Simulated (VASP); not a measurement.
Write the native input for VASP 6.6.1 that does the following.

- Task: relaxation of the atoms
- Functional: RPBE
- Potentials or basis: VASP PAW PBE potentials, release 64 (Au, Cu)
- Cutoff: 520 eV
- k mesh: 9 × 9 × 7
- Occupations: methfessel-paxton, width 0.2 eV
- Spin: no spin polarisation
- Atoms held fixed (from 0): [0]
- Further INCAR settings: ALGO = Fast; EDIFF = 1e-07; IBRION = 2; EDIFFG = -0.005; NSW = 40

The structure of CuAu lies in POSCAR:

```
CuAu
1.0
    2.8107494552      0.0000000000      0.0000000000
    0.0000000000      2.8107494552      0.0000000000
    0.0000000000      0.0000000000      3.6850000000
Au Cu
1 1
Selective dynamics
Direct
    0.0017510000      0.0067730000     -0.0336820000  F F F
    0.5185810000      0.5150760000      0.4881900000  T T T
```

The cell isn't the ideal one: atoms moved at random, drawn with an rms of 0.1 Å.

The input as run:

INCAR

```
PREC     = Accurate       # precision mode
ENCUT    = 520            # plane-wave cutoff, eV
EDIFF    = 1E-7           # SCF threshold, eV
ISMEAR   = 1              # smearing method
SIGMA    = 0.2            # smearing width, eV
LREAL    = False          # projectors in reciprocal space
LASPH    = True           # aspherical terms in the spheres
NELM     = 100            # most SCF steps
ALGO     = Fast           # electronic algorithm
ISIF     = 2              # what is computed and relaxed
LWAVE    = False          # write WAVECAR
LCHARG   = False          # write CHGCAR
GGA      = RP             # functional
IBRION   = 2              # ionic algorithm
NSW      = 40             # ionic steps
EDIFFG   = -0.005         # ionic threshold
```

KPOINTS

```
regular mesh
0
Gamma
  9 9 7
```

Potentials or basis: VASP PAW PBE potentials, release 64 (Au, Cu).

Run with:

```sh
$ cat potpaw_PBE.64/Au/POTCAR potpaw_PBE.64/Cu/POTCAR > POTCAR
$ mpirun -np 1 vasp_std > vasp.out
```

It gave:

The energy gained by relaxing is 14.8 meV/atom and the ionic steps are 7. The pressure after relaxing is 8.9 GPa and the band gap on the k mesh is none (metal or under the smearing width).

Caveat: the PAW data sets were made with another functional, which shifts forces and pressure a little.

Wall time 20 min on 1 thread of AMD EPYC 7571, with other jobs on the host, peak memory 0.23 GiB.
